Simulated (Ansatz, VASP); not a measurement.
## Two plane-wave programs on KBr

```
Br K
1.0
     0.00000    3.34343    3.34343
     3.34343    0.00000    3.34343
     3.34343    3.34343    0.00000
Br K
1 1
Direct
  0.50000 0.50000 0.50000
  0.00000 0.00000 0.00000
```

Alike in both runs: task single point; functional PBE; dispersion D3(BJ); k mesh 7 × 7 × 7; occupations fermi-dirac, width 0.05 eV; no spin polarisation.

|  | VASP | Ansatz |
| --- | --- | --- |
| version | VASP 6.6.1 | Ansatz 0.2.0 |
| potentials or method | VASP PAW PBE potentials, release 64 (Br, K_sv) | Ansatz PAW |
| plane-wave cutoff (eV) | 520 | 420 |
| valence electrons in the cell | 16 | 16 |

|  | VASP | Ansatz | Ansatz less VASP |
| --- | --- | --- | --- |
| gap on the k mesh at the Fermi level (eV) | 4.33 | 4.33 | +0.001 |
| least direct gap on the mesh (eV) | 4.33 | 4.33 | +0.001 |
| pressure (GPa) | -0.7 | -0.8 | -0.03 |
| dispersion energy (meV/atom) | -198.4 | -198.5 | -0.06 |

Caveats: an odd mesh through Γ misses points on the zone boundary, where band edges often lie (VASP); odd divisions of the mesh miss points on the zone boundary, where band edges often lie, so the gap on the mesh can be too wide (Ansatz).
